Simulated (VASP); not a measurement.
Crystal: Te2Pt (Moncheite).

```
Te Pt
1.0
     4.01000    0.00000    0.00000
    -2.00500    3.47276    0.00000
     0.00000    0.00000    5.20100
Te Pt
2 1
Direct
  0.33333 0.66667 0.25000
  0.66667 0.33333 0.75000
  0.00000 0.00000 0.00000
```

```yaml
Program: VASP 6.6.1
Task: relaxation of cell and atoms
Functional: PBE
Dispersion: D3(BJ)
Potentials_or_basis: VASP PAW PBE potentials, release 64 (Te, Pt)
Cutoff: 600 eV
k_mesh: 6 × 6 × 4
Occupations: gaussian, width 0.1 eV
Spin: no spin polarisation
```

At the start: pressure 4.6 GPa; volume 24.14 Å³/atom.

Q: How do energy, volume and symmetry change on relaxing?

A: Over 10 steps the energy falls by 30.1 meV/atom and the volume is 24.13 Å³/atom (-0.1 %); space group P-3m1 (No. 164, to 0.05 Å).

The path:
```csv
step,energy change (eV),largest force (eV/Å),pressure (GPa),volume (Å³)
1,0.0000,1.0652,4.62,72.43
2,0.0688,0.4808,-7.06,79.98
3,-0.0612,0.3474,-0.89,75.32
4,-0.0613,0.3608,-0.79,75.26
5,-0.0754,0.2492,-0.52,74.50
6,-0.0864,0.0061,0.19,72.93
7,-0.0865,0.0263,0.13,73.06
8,-0.0892,0.0557,-0.39,73.07
9,-0.0893,0.0759,-0.51,73.07
10,-0.0902,0.0089,0.27,72.39
```

Final structure:
```
CELL_PARAMETERS angstrom
4.04158 0.00000 0.00000
-2.02079 3.50011 0.00000
0.00000 0.00000 5.11733
ATOMIC_POSITIONS crystal
Te 0.33333 0.66667 0.26602
Te 0.66667 0.33333 0.73398
Pt 0.00000 0.00000 0.00000
```

Caveat: pairwise dispersion overbinds metals, which lowers pressure and volume; the relaxation stopped at a loose force limit of 0.05 eV/Å, so its end isn't a converged minimum.
